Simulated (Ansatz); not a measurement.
# Two Ansatz runs on Yb

The structure comes from a relaxation in the same program, started in the bcc type. Whether it is a known phase or the ground state wasn't checked. The listed cell was then made from it by scaling, straining or moving an atom.

First run: DFT, PBE, all-electron LAPW, scalar-relativistic (Ansatz 0.2.0).

Command: `ansatz run input.yaml --threads 1 --pin off --max-ram 2048MiB --backend cpu --events-out ev --progress --plain --runs-dir out` The run took about 23 s on 1 thread of a shared machine.

```yaml
crystal:
  lattice:
    - [-2.0659143288, 2.0659143288, 2.0659143288]
    - [2.0659143288, -2.0659143288, 2.0659143288]
    - [2.0659143288, 2.0659143288, -2.0659143288]
  atoms:
    - { symbol: Yb, position: [0.0, 0.0, 0.0] }
kpoints:
  mp_grid: { grid: [15, 15, 15] }
scf:
  occupations: { method: fermi_dirac, width: 0.05 }
hamiltonian:
  xc: pbe
  pseudopotentials: { kind: all_electron, lapw: { basis_error: 0.0005 } }
output:
  forces: true
  stress: true
  eigenvalues: true
```

Result: converged; pressure -0.38 GPa; no gap on the k mesh; 17 SCF iterations.

Where the f shell is localised, expect the real compound to differ from this run without U.

Spin–orbit coupling is left out, though it moves levels of the heavy atoms by tenths of an eV or more.

The input is then changed:

```diff
@@ -7,7 +7,8 @@
     - { symbol: Yb, position: [0.0, 0.0, 0.0] }
 kpoints:
-  mp_grid: { grid: [15, 15, 15] }
+  mp_grid: { grid: [15, 15, 15], shift: [0.5, 0.5, 0.5] }
 scf:
   occupations: { method: fermi_dirac, width: 0.05 }
+  mixing: { preconditioner: resta }
 hamiltonian:
   xc: pbe
```

(1) What does the second run give?

Results:

(1) It converged; pressure -0.36 GPa; no gap on the k mesh; 14 SCF iterations.
